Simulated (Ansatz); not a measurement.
CdSe under changes of volume

One of the cells (28.942 Å³/atom); the others are scaled copies at fixed shape and fractional positions:

```
CELL_PARAMETERS angstrom
0.00000 3.07027 3.07027
3.07027 0.00000 3.07027
3.07027 3.07027 0.00000
ATOMIC_POSITIONS crystal
Cd 0.00000 0.00000 0.00000
Se 0.25000 0.25000 0.25000
```

Measurements of this composition are mostly on another form, of space group No. 186.

| Quantity | Value |
| --- | --- |
| Program | Ansatz 0.2.0 |
| Functional | PBE |
| Potentials or basis | Ansatz PAW |
| Cutoff | 420 eV (not typed: the program's choice for these potentials) |
| k mesh | 8 × 8 × 8 |
| Occupations | fermi-dirac, width 0.05 eV |
| Spin | no spin polarisation |

```tsv
volume (Å³/atom)	energy over the lowest point (meV/atom)	pressure (GPa)	gap on the mesh (eV)
27.206	?	?	?
27.784	20.07	3.6	0.63
28.363	9.43	2.4	0.59
28.942	2.89	1.3	0.55
29.521	0.00	0.3	0.51
30.100	0.41	-0.5	0.47
30.679	3.76	-1.3	0.43
```

Question: What does the run at 27.206 Å³/atom give?

Answer: Energy over the lowest point 35.29 meV/atom; pressure 4.9 GPa; gap on the mesh 0.68 eV.

Worked out: A Birch-Murnaghan fit of order 3 (a polynomial in V^(-2/3)) to the other rows has its minimum at 29.73 Å³/atom with B0 = V·E''(V) = 45 GPa and B' = 4.6. It gives 35.24 meV/atom at 27.206 Å³/atom, against the run's 35.29, and -dE/dV = 4.9 GPa, against 4.9. A straight line through the other rows of the gap, of slope -2.02 eV per unit of ln V (its deformation potential), extrapolates to 0.67 eV, against the run's 0.68.

Energies are extrapolated to zero smearing.

Spin-orbit coupling on Cd, Se is left out.
